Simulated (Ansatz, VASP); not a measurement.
Given: the input of a run of VASP 6.6.1 on In.

Contents of INCAR:

```
SYSTEM = In
  ALGO = Normal
  EDIFF = 1E-7
  ENCUT = 520
  GGA = PE
  ISIF = 2
  ISMEAR = -1
  LASPH = .True.
  LCHARG = .False.
  LREAL = .False.
  LWAVE = .False.
  NBANDS = 12
  NELM = 100
  PREC = Accurate
  SIGMA = 0.05
```

KPOINTS

```
k-points
0
Gamma
  10 10 10
  0 0 0
```

File POSCAR:

```
In
1.0
   -1.8698904617      1.8698904617      1.8698904617
    1.8698904617     -1.8698904617      1.8698904617
    1.8698904617      1.8698904617     -1.8698904617
In
1
Direct
    0.0000000000      0.0000000000      0.0000000000
```

Potentials or basis: VASP PAW PBE potentials, release 64 (In_d).

Command:

```console
$ cat potpaw_PBE.64/In_d/POTCAR > POTCAR
$ mpirun -np 1 vasp_std > vasp.out
```

Problem. Set up the same calculation for Ansatz 0.2.0. Potentials there: Ansatz PAW.

Solution. As run (the cutoff follows the program's own potentials):

input.yaml

```yaml
crystal:
  lattice:
    - [-1.8698904617, 1.8698904617, 1.8698904617]
    - [1.8698904617, -1.8698904617, 1.8698904617]
    - [1.8698904617, 1.8698904617, -1.8698904617]
  atoms:
    - { symbol: In, position: [0.0, 0.0, 0.0] }
hamiltonian:
  xc: pbe
  pseudopotentials: { kind: paw }
kpoints:
  mp_grid: { grid: [10, 10, 10] }
scf:
  occupations: { method: fermi_dirac, width: 0.05 }
output:
  forces: true
  stress: true
  eigenvalues: true
```

Potentials or basis: Ansatz PAW.

Launch:

```sh
$ ansatz run input.yaml --threads 1 --pin off --max-ram 3584MiB --backend cpu --events-out ev --progress --plain --runs-dir out
```

Both were run:

|  | VASP | Ansatz | Ansatz less VASP |
| --- | --- | --- | --- |
| gap on the k mesh at the Fermi level (eV) | none | none | - |
| pressure (GPa) | 2.3 | 2.4 | +0.04 |

A gap of «none» marks a metal or a gap that the smearing closes. The functional is the same, so the differences come from potentials, cutoffs and numerics.
